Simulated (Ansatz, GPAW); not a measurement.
Given: the input of a run of Ansatz 0.2.0 on WC (Qusongite). 

input.yaml

```yaml
crystal:
  lattice:
    - [2.9065, 0.0, 0.0]
    - [-1.45325, 2.5171028361, 0.0]
    - [0.0, 0.0, 2.8366]
  atoms:
    - { symbol: W, position: [0.0, 0.0, 0.0] }
    - { symbol: C, position: [0.6666666667, 0.3333333333, 0.5] }
kpoints:
  mp_grid: { grid: [10, 10, 9] }
scf:
  occupations: { method: gaussian, width: 0.015 }
hamiltonian:
  xc: pbe
  pseudopotentials: { kind: all_electron, lapw: { basis_error: 0.001 } }
output:
  forces: true
  stress: true
  eigenvalues: true
```

Potentials or basis: all-electron LAPW, scalar-relativistic.

Launch:

```console
$ ansatz run input.yaml --threads 1 --pin off --max-ram 3072MiB --backend cpu --events-out ev --progress --plain --runs-dir out
```

Question: Translate it to GPAW 26.7.0 (ASE script). Potentials or basis there: GPAW PAW data sets (gpaw-data 1.2.1), cutoff 800 eV.

Answer: As run (cutoffs and basis follow the program's own potentials, and thresholds, step limits or extra output files can differ):

Contents of run.py:

```python
from ase.dft.bandgap import bandgap
from ase.io import read, write
from ase.units import Bohr, GPa
from gpaw import GPAW, PW
from gpaw.elf import elf_from_dft_calculation

atoms = read('WC.xyz')

calc = GPAW(mode=PW(800),
            xc='PBE',
            kpts={'size': (10, 10, 9), 'gamma': True},
            occupations={'name': 'methfessel-paxton', 'order': 0, 'width': 0.015},
            nbands=19,
            convergence={'density': 1e-05, 'energy': 1e-05},
            maxiter=150,
            txt='gpaw.txt')
atoms.calc = calc
energy = atoms.get_potential_energy()
forces = atoms.get_forces()
stress = atoms.get_stress()
calc.write('gs.gpw')
write('result.traj', atoms)
print(f'Energy: {energy:.6f} eV')
print('Forces (eV/A):')
print(forces.round(4))
print('Stress (GPa):', (stress / GPa).round(3))
print('Fermi level:', round(calc.get_fermi_level(), 4), 'eV')
print(f'Gap: {bandgap(calc)[0]:.4f} eV, direct: {bandgap(calc, direct=True)[0]:.4f} eV')

# fields on the real-space grid
write('density.cube', atoms, data=calc.get_pseudo_density() * Bohr**3)
write('potential.cube', atoms, data=calc.get_electrostatic_potential())
write('elf.cube', atoms, data=elf_from_dft_calculation(calc).data)
```

The input WC.xyz:

```xyz
2
Lattice="2.9065000000 0.0000000000 0.0000000000 -1.4532500000 2.5171028361 0.0000000000 0.0000000000 0.0000000000 2.8366000000" Properties=species:S:1:pos:R:3 pbc="T T T"
W      0.0000000000      0.0000000000      0.0000000000
C      1.4532500001      0.8390342786      1.4183000000
```

Potentials or basis: GPAW PAW data sets (gpaw-data 1.2.1), pw.

Run with:

```sh
$ OMP_NUM_THREADS=1 python run.py
```

Both were run:

|  | Ansatz | GPAW |
| --- | --- | --- |
| Pressure | 5.7 GPa | 5.4 GPa |

Where Ansatz's input types no cutoff or centring, it takes its own default and a Γ-centred mesh.

Pressure is positive in compression.
